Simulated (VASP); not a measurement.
## VASP 6.6.1 run: SrO

INCAR

```
PREC = Accurate
EDIFF = 1E-7
GGA = PE
LREAL = .FALSE.
LASPH = .TRUE.
LCHARG = .FALSE.
ISMEAR = -1
NSW = 0
IBRION = -1
NBANDS = 15
LWAVE = .FALSE.
IVDW = 12
NELM = 120
ISIF = 2
SIGMA = 0.2
ENCUT = 520
```

KPOINTS

```
KPOINTS created by Atomic Simulation Environment
0
Monkhorst-Pack
8 8 8
0 0 0
```

POSCAR

```
Sr O
 1.0000000000000000
     0.0000000000000000    2.5540934026000000    2.5540934026000000
     2.5540934026000000    0.0000000000000000    2.5540934026000000
     2.5540934026000000    2.5540934026000000    0.0000000000000000
 Sr  O
   1   1
Cartesian
  0.0000000000000000  0.0000000000000000  0.0000000000000000
  2.5540934026000000  2.5540934026000000  2.5540934026000000
```

The recommended PBE PAW datasets give the neutral cell 16 valence electrons.

Command

```
mpirun -np 1 vasp_std
```

Question: How does this run end, and what does it give?

Answer: It converged. Results: gap between bands v and c on the k mesh 3.44 eV; least direct gap on the k mesh 3.50 eV; pressure 2.9 GPa. Band v is the last that the valence electrons fill when counted band by band, and c is the next.

OSZICAR

```
N       E                     dE             d eps       ncg     rms          rms(c)
DAV:   1     0.677261501238E+02    0.67726E+02   -0.84416E+03  1800   0.104E+03
DAV:   2    -0.109936533703E+02   -0.78720E+02   -0.72343E+02  2456   0.221E+02
DAV:   3    -0.141757937903E+02   -0.31821E+01   -0.31663E+01  2322   0.394E+01
DAV:   4    -0.142292592228E+02   -0.53465E-01   -0.53459E-01  2228   0.511E+00
DAV:   5    -0.142307515011E+02   -0.14923E-02   -0.14923E-02  2305   0.651E-01    0.171E+01
DAV:   6    -0.121638267969E+02    0.20669E+01   -0.65812E+00  1842   0.197E+01    0.201E+01
DAV:   7    -0.120313447733E+02    0.13248E+00   -0.27980E-01  2213   0.477E+00    0.117E+01
DAV:   8    -0.120206152074E+02    0.10730E-01   -0.11518E-01  2451   0.337E+00    0.487E-01
DAV:   9    -0.120221079357E+02   -0.14927E-02   -0.55217E-03  2200   0.474E-01    0.231E-01
DAV:  10    -0.120225801690E+02   -0.47223E-03   -0.44739E-04  1926   0.196E-01    0.808E-02
DAV:  11    -0.120227137402E+02   -0.13357E-03   -0.12972E-04  1996   0.844E-02    0.266E-02
DAV:  12    -0.120227305868E+02   -0.16847E-04   -0.26690E-05  1933   0.381E-02    0.211E-02
DAV:  13    -0.120227308033E+02   -0.21650E-06   -0.13498E-06  2017   0.102E-02    0.326E-03
DAV:  14    -0.120227307019E+02    0.10143E-06   -0.10188E-07  2302   0.244E-03    0.238E-03
DAV:  15    -0.120227306978E+02    0.40750E-08   -0.90838E-09  1068   0.849E-04
   1 F= -.12524428E+02 E0= -.12524361E+02  d E =-.135158E-03
```

Standard output (part)

```
POSCAR found type information on POSCAR SrO
 POSCAR found :  2 types and       2 ions
 LDA part: xc-table for (Slater+PW92), standard interpolation
 POSCAR, INCAR and KPOINTS ok, starting setup
 WAVECAR not read
 entering main loop
```

The shifted mesh misses Γ, so a band edge there is missed.

For comparison, a separate PBE run of the intended cell, on usual settings and not on those above, gives a gap of 3.25 eV on its mesh and a pressure of 5.4 GPa.
